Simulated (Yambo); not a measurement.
The system is SiC (Moissanite 3C).

```
Si C
1.0
     0.00000    2.17900    2.17900
     2.17900    0.00000    2.17900
     2.17900    2.17900    0.00000
Si C
1 1
Cartesian
  0.0000 0.0000 0.0000
  3.2685 3.2685 3.2685
```

Base run:

```yaml
Program: Yambo 5.3.0
Functional: PBEsol
Potentials_or_basis: PseudoDojo 0.4.1 SR PBEsol standard
Cutoff: 1116 eV
Density_cutoff: 4463 eV
k_mesh: 6 × 6 × 6
Occupations: fixed
Spin: no spin polarisation
```

Its results: band gap on the k mesh, mean-field level 1.24 eV, indirect (least direct gap 4.46 eV).

Problem. The run is repeated on the same cell with these changes: functional from PBEsol to LDA; potentials or basis from PseudoDojo 0.4.1 SR PBEsol standard to PseudoDojo 0.4.1 SR LDA standard. What comes out?

Solution. Band gap on the k mesh, mean-field level 1.33 eV, indirect (least direct gap 4.53 eV).

A k mesh can miss the band edges.
